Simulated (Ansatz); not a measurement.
**Formation energy and levels of the hydrogen interstitial H_i (bond centre, by Cl) in AgCl (Fm-3m)**

Charge states of H_i (bond centre, by Cl) in AgCl (Fm-3m), set against the band edges. Model: a cell of 54 host atoms with 1 H put in.

Method: place-levels on r2SCAN runs: charge-transition levels and formation energies with image-charge correction and potential alignment at the atomic sites; PAW set soft_1, in Ansatz 0.2.0.

### 1. The starting structure

The cell holds 55 atoms: 27 Ag, 27 Cl and 1 H. Cell: a = 11.763 Å, b = 11.763 Å, c = 11.763 Å, α = 60.0°, β = 60.0°, γ = 60.0°. It derives from AgCl (space group Fm-3m). Nearest the centre at fractional (0.417, 0.583, 0.583): H55 at 0.00 Å, Cl28 at 1.39 Å, Ag35 at 1.39 Å, Ag51 at 3.10 Å, Ag47 at 3.10 Å, Ag29 at 3.10 Å, Ag33 at 3.10 Å, Cl12 at 3.10 Å.

Screening for the image-charge correction: ε∞ = 5.33, ε0 = 16.41, computed on the host (DFPT, PBEsol, on the r2SCAN cell), and a cell off the functional's own equilibrium shifts the ionic part.

The cell's shortest repeat is 11.8 Å.

### 2. Charge states

Levels follow from differences of total energies between charge states, each relaxed by itself.

Random displacements of about 0.05 Å break the site symmetry at the start, so that the relaxation can reach a distorted minimum if there is one. Forces are taken at one point at (¼, ¼, ¼). The cell holds 1 electron more than the neutral one, with a uniform background that keeps it neutral on the whole.

The sampling was tested on the host first: at the k-points planned (1x1x1 shifted 0.25 0.25 0.25) its energy lies 0.012 eV an atom from the dense-mesh value, under the bound of 0.02 eV set for this test; that bounds the host's error, not the defect's.

One state's input; the others differ in charge, spin, start and seed, and in occupations where the table says so.

qm1.relax/input.yaml

```yaml
crystal:
  lattice:
    - [0.0, 8.317989, 8.317989]
    - [8.317989, 0.0, 8.317989]
    - [8.317989, 8.317989, 0.0]
  atoms:
    - { symbol: Ag, position: [0.0, 0.0, 0.0] }
    - { symbol: Cl, position: [0.16666667, 0.16666667, 0.16666667] }
[... 7 atom lines left out ...]
    - { symbol: Cl, position: [0.16666667, 0.5, 0.5] }
[... 1 atom line left out ...]
    - { symbol: Cl, position: [0.16666667, 0.5, 0.83333333] }
[... 3 atom lines left out ...]
    - { symbol: Cl, position: [0.16666667, 0.83333333, 0.5] }
    - { symbol: Ag, position: [0.0, 0.66666667, 0.66666667] }
[... 3 atom lines left out ...]
    - { symbol: Ag, position: [0.33333333, 0.0, 0.33333333] }
[... 2 atom lines left out ...]
    - { symbol: Cl, position: [0.5, 0.16666667, 0.83333333] }
    - { symbol: Ag, position: [0.33333333, 0.33333333, 0.0] }
[... 2 atom lines left out ...]
    - { symbol: Cl, position: [0.5, 0.5, 0.5] }
    - { symbol: Ag, position: [0.33333333, 0.33333333, 0.66666667] }
    - { symbol: Cl, position: [0.5, 0.5, 0.83333333] }
[... 1 atom line left out ...]
    - { symbol: Cl, position: [0.5, 0.83333333, 0.16666667] }
    - { symbol: Ag, position: [0.33333333, 0.66666667, 0.33333333] }
    - { symbol: Cl, position: [0.5, 0.83333333, 0.5] }
    - { symbol: Ag, position: [0.33333333, 0.66666667, 0.66666667] }
[... 9 atom lines left out ...]
    - { symbol: Ag, position: [0.66666667, 0.33333333, 0.33333333] }
    - { symbol: Cl, position: [0.83333333, 0.5, 0.5] }
    - { symbol: Ag, position: [0.66666667, 0.33333333, 0.66666667] }
[... 3 atom lines left out ...]
    - { symbol: Ag, position: [0.66666667, 0.66666667, 0.33333333] }
[... 1 atom line left out ...]
    - { symbol: Ag, position: [0.66666667, 0.66666667, 0.66666667] }
[... 1 atom line left out ...]
    - { symbol: H, position: [0.416667, 0.583333, 0.583333] }
  host:
    repeats: [3, 3, 3]
    atoms:
      - { symbol: Ag, position: [0.0, 0.0, 0.0] }
      - { symbol: Cl, position: [0.5, 0.5, 0.5] }
total_charge: -1
basis:
  ecutwfc: 500
  xc_grid: 2
hamiltonian:
  xc: r2scan
  pseudopotentials: { kind: paw, azcp: { folder: soft_1 } }
kpoints:
  mp_grid: { grid: [1, 1, 1], shift: [0.25, 0.25, 0.25] }
scf:
  occupations: { method: fixed }
  max_iter: 60
output:
  forces: true
  charged_corrections:
    epsilon: 5.33
    static_epsilon: 16.41
    defect_position: [0.416667, 0.583333, 0.583333]
relax:
  f_tol: 0.02
  max_steps: 80
  random_displacement: { amplitude: 0.05, seed: 8171 }
checkpoint:
  write: "../qm1.relax.run"
  compress: false
  write_wavefunctions: true
  write_every: 100000
```

The run is started by

```console
$ ansatz run input.yaml --threads 4 --pin off --max-ram 15073MiB --backend cpu --events-out ev --progress --plain --runs-dir out
```

Defect states can disperse in a cell of this size, so the energy is taken again at a 2×2×2 shifted mesh, on the relaxed structure.

The run of this state that the levels use, under r2SCAN:

qm1.point/input.yaml

```yaml
crystal:
  checkpoint: "../qm1.relax.run"
  host: checkpoint
total_charge: -1
basis:
  ecutwfc: 500
  xc_grid: 2
hamiltonian:
  xc: r2scan
  pseudopotentials: { kind: paw, azcp: { folder: soft_1 } }
kpoints:
  mp_grid: { grid: [2, 2, 2], shift: [0.5, 0.5, 0.5] }
scf:
  occupations: { method: fermi_dirac, width: 0.01 }
  max_iter: 60
output:
  forces: true
  eigenvalues: true
  charged_corrections:
    epsilon: 5.33
    static_epsilon: 16.41
    defect_position: [0.416667, 0.583333, 0.583333]
  eigenstates: { localisation: true }
  populations: true
  band_densities: [{ bands: [v1, v1] }, { bands: [c1, c1] }]
  write_density: true
  write_potential: true
  volumetric_format: npy
  elf: true
checkpoint:
  read: "../qm1.relax.run"
  write: "../qm1.point.run"
  compress: false
  write_wavefunctions: false
  write_every: 100000
```

Relaxations under r2SCAN at one point at (¼, ¼, ¼); times on 4 threads of Arm Neoverse V1, shared host:

| charge | moment (μB) | occupations | outcome | steps | largest displacement against the far atoms (Å) | time |
| --- | --- | --- | --- | --- | --- | --- |
| −1 | 0 | fixed | converged | 26 | 1.43 | 18 min |
| 0 | 1 | fixed | converged | 10 | 0.45 | 17 min |
| +1 | 0 | fixed | converged | 6 | 0.35 | 5 min |

Single points under r2SCAN at a 2×2×2 shifted mesh; times on 4 threads of Arm Neoverse V1, shared host:

| charge | moment (μB) | occupations | outcome | time |
| --- | --- | --- | --- | --- |
| −1 | 0 | fermi-dirac | converged | 5.1 min |
| 0 | 1 | fermi-dirac | converged | 12 min |
| +1 | 0 | fermi-dirac | converged | 4.9 min |

Distances (Å) from H55 to the nearest atoms after relaxation with r2SCAN:

| charge | moment (μB) | 1. | 2. | 3. | 4. | 5. | 6. |
| --- | --- | --- | --- | --- | --- | --- | --- |
| −1 | 0 | Ag 1.79 | Ag 1.82 | Ag 1.86 | Cl 2.81 | Cl 2.92 | Cl 2.95 |
| 0 | 1 | Ag 1.64 | Cl 1.96 | Cl 3.07 | Cl 3.07 | Ag 3.09 | Ag 3.10 |
| +1 | 0 | Cl 1.36 | Ag 1.88 | Cl 3.05 | Cl 3.05 | Cl 3.07 | Cl 3.07 |

### 3. Levels against the band edges, r2SCAN

A charged cell interacts with its images and the background, and its potential has another zero than the host's. place-levels removes the first by a point-charge model, screened by the static dielectric constant since the ions have relaxed around the charge, and the second by comparing potentials at atoms far from the defect.

The host is a run of the defect-free crystal in the same cutoffs, grids and k-points, so that basis and sampling errors cancel in part in the differences. The host is run in a cell of 2 atoms on a matching mesh. Its band edges are searched through the zone by a band path, so the gap is smaller than, or equal to, that on the mesh. Chemical potentials are energies per atom of H (H2 molecule), run with the same functional and cutoff.

levels.point.yaml

```yaml
host:
  run: host.point.run
states: [qm1.point.run, q0_M1.point.run, qp1.point.run]
geometry_from:
  qm1.point.run: qm1.relax.run
  q0_M1.point.run: q0_M1.relax.run
  qp1.point.run: qp1.relax.run
chemical_potentials:
  H:
    energy: -15.945394
    dataset: "<sha256 of the dataset>"
epsilon: 5.33
static_epsilon: 16.41
vertical:
  - { from: qm1.point.run, to: qm1.point_neutral.run }
  - { from: qp1.point.run, to: qp1.point_neutral.run }
```

The run is started by

```console
$ ansatz place-levels levels.point.yaml -- --threads 4 --pin off --max-ram 15073MiB
```

Numbers of over 12 decimals in the logs are rounded to 6 here.

The log of the run:

```text
[... repeated set-up lines and file paths are left out, and long positions are rounded to six places ...]
(+1/0) 1.431 eV above the valence edge, 0.041 eV under the conduction edge; not on the lower envelope
(0/-1) 0.596 eV above the valence edge, 0.875 eV under the conduction edge; not on the lower envelope
(+1/-1) 1.014 eV above the valence edge, 0.458 eV under the conduction edge: charges between them are lowest nowhere
formation energy of charge +1: +0.557 eV with the Fermi level at the valence edge
formation energy of charge 0: +1.988 eV with the Fermi level at the valence edge
formation energy of charge -1: +2.584 eV with the Fermi level at the valence edge
vertical -1 to 0: no energy, since no alignment is typed
  the change from vertical[0].from (qm1.point.run) to vertical[0].to (qm1.point_neutral.run): by its potential at epsilon 5.33 it stands at 0.325 0.531 0.533, with an rms radius of about 3.2 Å (2.2 1.6 1.7 Å across the planes of the cell's vectors); [...]
vertical +1 to 0: no energy, since no alignment is typed
  the change from vertical[1].from (qp1.point.run) to vertical[1].to (qp1.point_neutral.run): by its potential at epsilon 5.33 it stands at 0.440 0.563 0.563, with an rms radius of about 4.4 Å (2.5 2.5 2.5 Å across the planes of the cell's vectors); [...]
  edges by r2scan, gap 1.472 eV; the host is sampled to repeats of 23.53 Å
  the defect's cells are sampled to repeats of 23.53 Å, like sampling
  charge +1: -234620.8215 eV with its correction of +0.160 eV, at epsilon 16.41, aligned at sites: +0.0388 eV, mean over 10 atomic sites at or beyond 5.88 Å from the defect at [0.4167, 0.5833, 0.5833], with +0.000000 for the charge's moments and without [...]
  charge 0: +0.000 eV for its dipole among its images, +0.256 omitted
  charge -1: -234603.3019 eV with its correction of +0.116 eV, at epsilon 16.41, aligned at sites: +0.0050 eV, mean over 10 atomic sites at or beyond 5.88 Å from the defect at [0.4167, 0.5833, 0.5833], with +0.000000 for the charge's moments and without [...]
  of states[2] (qp1.point.run): it parts from the run at its places by a charge that spreads by about 2.5 Å along one vector (1.7 Å or more is wide), by its potential at epsilon 5.33, taken for that of held ions (one typed too small widens it), where the cell [...]
  of states[1] (q0_M1.point.run): its alignment with the host at atomic sites is doubtful: the cell is too small to show whether the defect's potential has decayed: take a larger one; [...]
  of states[0] (qm1.point.run): it parts from the run at its places by a charge that spreads by about 2.2 Å along one vector (1.7 Å or more is wide), by its potential at epsilon 5.33, taken for that of held ions (one typed too small widens it), where the cell [...]
  of vertical[0].from (qm1.point.run): it parts from the run at its places by a charge that spreads by about 2.2 Å along one vector (1.7 Å or more is wide), by its potential at epsilon 5.33, taken for that of held ions (one typed too small widens it), where [...]
  vertical[0].to (qm1.point_neutral.run): levels filled in part (TS 0.001 eV): its energy is of no whole electron's
  of vertical[0].to (qm1.point_neutral.run): stability_check_not_made
  of vertical[1].from (qp1.point.run): it parts from the run at its places by a charge that spreads by about 2.5 Å along one vector (1.7 Å or more is wide), by its potential at epsilon 5.33, taken for that of held ions (one typed too small widens it), where [...]
  of vertical[1].to (qp1.point_neutral.run): its moments are held at its close (magnetization.spin_locking), by a field of 0.308 eV a Bohr magneton, and its energy and levels are of the state that this holds: a run that lets them go can end lower; [...]
```

Wall time 0.37 s (4 threads of Arm Neoverse V1, shared host).

Levels between the charges placed, in eV above the valence top:

|  | gap (eV) | (+1/0) | (0/−1) |
| --- | --- | --- | --- |
| r2SCAN | 1.47 | 1.43 | 0.60 |

Corrections by state:

| charge | moment (μB) | image terms and alignment (eV) | band filling (eV) | ε used | over the lowest of its charge, as the program ranks them, band filling apart (eV) |
| --- | --- | --- | --- | --- | --- |
| +1 | 0.0 | 0.160 | - | 16.41 | 0.000 |
| 0 | 1.0 | 0.000 | - | - | 0.000 |
| −1 | 0.0 | 0.116 | - | 16.41 | 0.000 |

The charged structures listed were also run neutral, and place-levels reads from each pair, by the potential or the spins, how wide the charge is by which they differ; that can be the carrier of either run.

| charge | rms radius (Å) | spread where it is widest against the cell (Å) | wide from (Å) | reading |
| --- | --- | --- | --- | --- |
| +1 | 4.4 | 2.54 | 1.66 | wide |
| −1 | 3.2 | 2.16 | 1.66 | wide |

The neutral runs of these pairs need not share the spin of the lowest neutral state, and very wide values only mean spread over the cell.

From the program's caveats on the states, each cut to its opening words:

- charge +1: it parts from the run at its places by a charge that spreads by about 2.5 Å along one vector (1.7 Å or more is wide), by its potential at epsilon 5.33, taken [...]
- charge +1, 0 (1 μB), −1: its alignment with the host at atomic sites is doubtful: the cell is too small to show whether the defect's potential has decayed: take a larger one
- charge 0 (1 μB): the far atoms show a dipole or second moment of the defect's charge, for which the correction takes or leaves out 0.256 eV: further moments aren't read, and [...]
- charge 0 (1 μB): flagged: stability check not made
- charge −1: it parts from the run at its places by a charge that spreads by about 2.2 Å along one vector (1.7 Å or more is wide), by its potential at epsilon 5.33, taken [...]
- charge −1: the far atoms show a dipole or second moment of the defect's charge, for which the correction takes or leaves out 0.174 eV: further moments aren't read, and [...]

The host's formation energy from the elements is -0.640 eV per atom; it sets how far the chemical potentials can move.

Limit set by the element alone; other compounds of these elements are not counted. Chemical potentials from the elements' reference states: Ag 0.00 eV, Cl -1.28 eV, H 0.00 eV. Formation energies (Ag-rich), with the Fermi level at the valence top and at the conduction bottom (gap 1.47 eV):

| charge | at valence top (eV) | at conduction bottom (eV) | correction included (eV) |
| --- | --- | --- | --- |
| +1 | 0.56 | 2.03 | 0.16 |
| 0 | 1.99 | 1.99 | 0.00 |
| −1 | 2.58 | 1.11 | 0.12 |

Fermi level (eV), lowest formation energy (eV) and a bar from the least value:
```
     0.00       0.56 
     0.13       0.69 ####
     0.27       0.82 ########
     0.40       0.96 #############
     0.53       1.09 #################
     0.67       1.23 #####################
     0.80       1.36 #########################
     0.94       1.49 #############################
     1.07       1.51 ##############################
     1.20       1.38 ##########################
     1.34       1.25 ######################
     1.47       1.11 #################
```

Limit set by the element alone; other compounds of these elements are not counted. Chemical potentials from the elements' reference states: Cl 0.00 eV, Ag -1.28 eV, H 0.00 eV. Formation energies (Cl-rich), with the Fermi level at the valence top and at the conduction bottom (gap 1.47 eV):

| charge | at valence top (eV) | at conduction bottom (eV) | correction included (eV) |
| --- | --- | --- | --- |
| +1 | 0.56 | 2.03 | 0.16 |
| 0 | 1.99 | 1.99 | 0.00 |
| −1 | 2.58 | 1.11 | 0.12 |

```
Fermi level (eV)  lowest formation energy (eV)
            0.00                          0.56
            0.13                          0.69
            0.27                          0.82
            0.40                          0.96
            0.53                          1.09
            0.67                          1.23
            0.80                          1.36
            0.94                          1.49
            1.07                          1.51
            1.20                          1.38
            1.34                          1.25
            1.47                          1.11
```

### 4. The same at the relaxations' own k-points

The relaxations' own energies give the levels at their sampling, for comparison.

levels.relax_mesh.yaml

```yaml
host:
  run: host.relax.run
states: [qm1.relax.run, q0_M1.relax.run, qp1.relax.run]
chemical_potentials:
  H:
    energy: -15.945394
    dataset: "<sha256 of the dataset>"
```

The run is started by

```console
$ ansatz place-levels levels.relax_mesh.yaml -- --threads 4 --pin off --max-ram 15073MiB
```

The log of the run:

```text
[...]
formation energy of charge +1: +0.558 eV with the Fermi level at the valence edge
formation energy of charge 0: +1.923 eV with the Fermi level at the valence edge
formation energy of charge -1: +2.357 eV with the Fermi level at the valence edge
  edges by r2scan, gap 1.467 eV; the host is sampled to repeats of 11.76 Å
[... the lines on each state left out ...]
```

Elapsed: 0.13 s, on 4 threads.

Levels between neighbouring charges, in eV above the valence top:

|  | gap (eV) | (+1/0) | (0/−1) |
| --- | --- | --- | --- |
| one point at (¼, ¼, ¼) | 1.47 | 1.36 | 0.43 |
| a 2×2×2 shifted mesh | 1.47 | 1.43 | 0.60 |

Going from one point at (¼, ¼, ¼) to a 2×2×2 shifted mesh moves the levels that carry no band-filling term by up to 0.16 eV and formation energies against the elements by up to 0.23 eV.

### 5. What came out

```json
{
  "gap of the host": "1.47 eV (r2SCAN)",
  "level (plus 1/0)": "1.43 eV above the valence top, not a change between lowest states",
  "level (0/minus 1)": "0.60 eV above the valence top, not a change between lowest states",
  "level (plus 1/minus 1)": "1.01 eV above the valence top",
  "lowest of the charges placed, just above the valence top (0.02 eV)": "+1",
  "lowest of the charges placed, just below the conduction bottom (0.02 eV)": "−1",
  "lowest formation energy at mid-gap of the charges run, Ag-rich": "1.29 eV",
  "lowest formation energy at mid-gap of the charges run, Cl-rich": "1.29 eV"
}
```

**Reading.** Of the charges placed (−1, 0 and +1), the lowest changes at 1.01 eV (+1/−1) above the valence top, in a gap of 1.47 eV. (+1/−1) passes over charge 0, which lies 0.42 eV above the two there; a lower structure or spin state of it, if missed, would change that. Charges above +1 and below −1 were not placed, so these runs say nothing of levels that involve them. States placed: +1 at 0 μB; 0 at 1 μB; −1 at 0 μB. Other spin states or structures, where not listed, weren't placed. At charge −1 the atom put in ends up to 1.4 Å from its starting place, so the name tells the start alone and the levels can join different sites. H is taken at its element; compounds, which aren't counted here, bound the chemical potentials and would shift these formation energies. Going from one point at (¼, ¼, ¼) to a 2×2×2 shifted mesh moves the levels that carry no band-filling term by up to 0.16 eV and formation energies against the elements by up to 0.23 eV. The program doubts the alignment of potentials for at least one state, a sign that the cell is small. Limits: r2SCAN makes the gap too small and tends to spread out bound carriers; where a gas molecule sets a chemical potential or the host's formation energy, its binding is uncorrected; spin–orbit coupling, which can matter with heavy atoms, is left out.

[Logs are printed without paths, hosts, clocks, repeated set-up lines and the standing remarks that a program may print on its own settings, such as how far it seeks lower states.]

[Hosts, paths, dates, database ids (printed as entryN), source tags and the programs' standing remarks are cut or masked in the printed files.]

[Where a table of states has a column of steps, it counts the stored structures, which are thinned; the runs took as many ionic steps or more.]

[A defect's name tells the site on which it was built; relaxed atoms can leave that site.]

[For some hosts the program warned that the k-mesh of the response run may be too coarse for force constants and the static dielectric constant; such warnings are not shown here.]
